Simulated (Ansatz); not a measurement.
## HfN: single point with PBE

The system is HfN.

```
Hf N
1.0
     0.00000    2.25600    2.25600
     2.25600    0.00000    2.25600
     2.25600    2.25600    0.00000
Hf N
1 1
Cartesian
  0.0000 0.0000 0.0000
  2.2560 2.2560 2.2560
```

```yaml
Program: Ansatz 0.2.0
Task: single point
Functional: PBE
Potentials_or_basis: all-electron LAPW, scalar-relativistic
Cutoff: 344 eV (chosen from the basis error)
Basis_error_allowed: 0.001 eV/atom
k_mesh: 10 × 10 × 10
Occupations: gaussian, width 0.013 eV
Spin: no spin polarisation
```

| Item | Value |
| --- | --- |
| Pressure | 6.7 GPa |
| Band gap on the k mesh | none (metal or under the smearing width) |

Levels at points of the mesh, in eV from the Fermi level:
| k point | band 21 | band 22 | band 23 | band 24 | band 25 | band 26 | band 27 | band 28 | band 29 | band 30 |
| --- | --- | --- | --- | --- | --- | --- | --- | --- | --- | --- |
| (0.00, 0.00, 0.00) | -12.59 | -3.00 | -3.00 | -3.00 | -0.42 | -0.42 | -0.42 | 1.74 | 1.91 | 1.91 |
| (0.00, 0.00, -0.50) | -12.44 | -8.99 | -6.30 | -6.30 | 3.21 | 3.65 | 3.65 | 4.41 | 8.81 | 8.81 |
| (0.00, -0.50, -0.50) | -12.61 | -5.50 | -3.90 | -3.71 | -3.71 | 4.05 | 5.49 | 5.49 | 5.56 | 7.99 |

Wall time 13 s on 1 thread of Intel(R) Xeon(R) Platinum 8259CL CPU @ 2.50GHz (Skylake/Cascade Lake) (shared host), peak memory 0.43 GiB.

Spin-orbit coupling is left out, which matters for the levels of Hf.
